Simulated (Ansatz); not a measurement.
# ZrS2: single point with PBE

Crystal: ZrS2.

```xyz
3
Lattice="3.6914 0.0000 0.0000 -1.8457 3.1968 0.0000 0.0000 0.0000 6.0411" Properties=species:S:1:pos:R:3 pbc="T T T"
Zr    0.0000    0.0000    0.0000
S     0.0000    2.1312    1.4372
S     1.8457    1.0656    4.6038
```

The cell is a database's computed one.

| Quantity | Value |
| --- | --- |
| Program | Ansatz 0.2.0 |
| Task | single point |
| Functional | PBE |
| Potentials or basis | Ansatz PAW |
| Cutoff | 420 eV (not typed: the program's choice for these potentials) |
| k mesh | 8 × 8 × 5 |
| Occupations | gaussian, width 0.019 eV |
| Spin | no spin polarisation |

```json
{
  "Pressure": "0.5 GPa",
  "Largest force": "0.044 eV/Å",
  "Band gap on the k mesh": "1.05 eV, indirect (least direct gap 1.64 eV)"
}
```

Forces in eV/Å, atoms in the order of the input:
```
Zr   0.000  0.000  0.000
S    0.000  0.000  0.044
S    0.000  0.000 -0.044
```

Stress tensor (GPa, compression positive):
```
0.13 0.00 0.00
0.00 0.13 0.00
0.00 0.00 1.19
```

Levels at points of the mesh, in eV from the valence-band top:
| k point | band 9 | band 10 | band 11 | band 12 | band 13 | band 14 | band 15 | band 16 |
| --- | --- | --- | --- | --- | --- | --- | --- | --- |
| (0.00, 0.00, 0.00) | -2.77 | -0.09 | -0.09 | -0.05 | 1.59 | 1.59 | 2.43 | 5.00 |
| (0.00, -0.50, 0.00) | -2.44 | -2.34 | -1.65 | -1.17 | 1.20 | 3.24 | 3.50 | 5.67 |

Wall time 4.1 s on 2 threads of Intel(R) Xeon(R) Processor @ 2.50GHz (Skylake/Cascade Lake), with other jobs on the host, peak memory 0.38 GiB.

The gap isn't set beside the measured one, since this odd mesh misses points on the zone boundary.

Caveat: odd divisions of the mesh miss points on the zone boundary, where band edges often lie, so the gap on the mesh can be too wide; this functional lacks dispersion, which binds the layers, so the pressure and a relaxed spacing across them are unreliable.
